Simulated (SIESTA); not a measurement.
The system is Sn.

```
CELL_PARAMETERS angstrom
-2.02919 2.02919 1.66076
2.02919 -2.02919 1.66076
2.02919 2.02919 -1.66076
ATOMIC_POSITIONS crystal
Sn 0.00000 0.00000 0.00000
```

This isn't the form of Sn at room conditions, which is tetragonal (white tin).

| Property | Result |
| --- | --- |
| Program | SIESTA 5.4.2 |
| Task | single point |
| Functional | PBE |
| Potentials or basis | PseudoDojo 0.4 standard (PBE files) |
| Basis | DZP (energy shift 0.002 Ry) |
| Grid cutoff | 500 Ry |
| Energy shift | 0.002 Ry |
| k mesh | 10 × 10 × 10 |
| Occupations | fermi-dirac, width 0.05 eV |
| Spin | no spin polarisation |

On this cell: pressure 2.1 GPa; band gap on the k mesh none (metal or under the smearing width).

The same run follows on a disturbed copy (cell strained at random at fixed volume):

```
Sn
1.0
    -1.96923    2.05623    1.62201
     2.04455   -2.03890    1.69286
     1.97855    2.04822   -1.60084
Sn
1
Cartesian
  -0.0150 0.0132 0.0161
```

Q: What does the disturbed cell give?

A: The energy (extrapolated to zero smearing) moves by +0.6 meV/atom; pressure 2.3 GPa; band gap on the k mesh none (metal or under the smearing width).

Stress tensor (GPa, compression positive):
```
 1.68 -0.25 -0.22
-0.25  2.00 -0.09
-0.22 -0.09  3.29
```

Caveats: semicore shells carry a single zeta, which can move pressures by several GPa and volumes by a few percent; the basis of atomic orbitals isn't converged, which shifts pressures, moduli and gaps.
